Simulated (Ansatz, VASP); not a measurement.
# One calculation of PbS, two programs

```
Pb S
1.0
     0.00000    3.03426    3.03426
     3.03426    0.00000    3.03426
     3.03426    3.03426    0.00000
Pb S
1 1
Direct
  0.00000 0.00000 0.00000
  0.50000 0.50000 0.50000
```

Alike in both runs: task single point; functional PBE; k mesh 10 × 10 × 10; occupations gaussian, width 0.02 eV; no spin polarisation.

|  | VASP | Ansatz |
| --- | --- | --- |
| version | VASP 6.6.1 | Ansatz 0.2.0 |
| potentials or method | VASP PAW PBE potentials, release 64 (Pb_d, S) | scalar-relativistic, plane waves, PAW |
| plane-wave cutoff (eV) | 520 | 420 |
| valence electrons in the cell | 20 | 20 |

```tsv
	VASP	Ansatz	Ansatz less VASP
gap on the k mesh at the Fermi level (eV)	0.59	0.58	-0.006
least direct gap on the mesh (eV)	0.59	0.58	-0.006
pressure (GPa)	-1.5	-1.5	+0.07
```

Caveats: spin-orbit coupling is left out, which as a rule narrows the gap of such compounds by several tenths of an eV. A k mesh can miss the band edges.
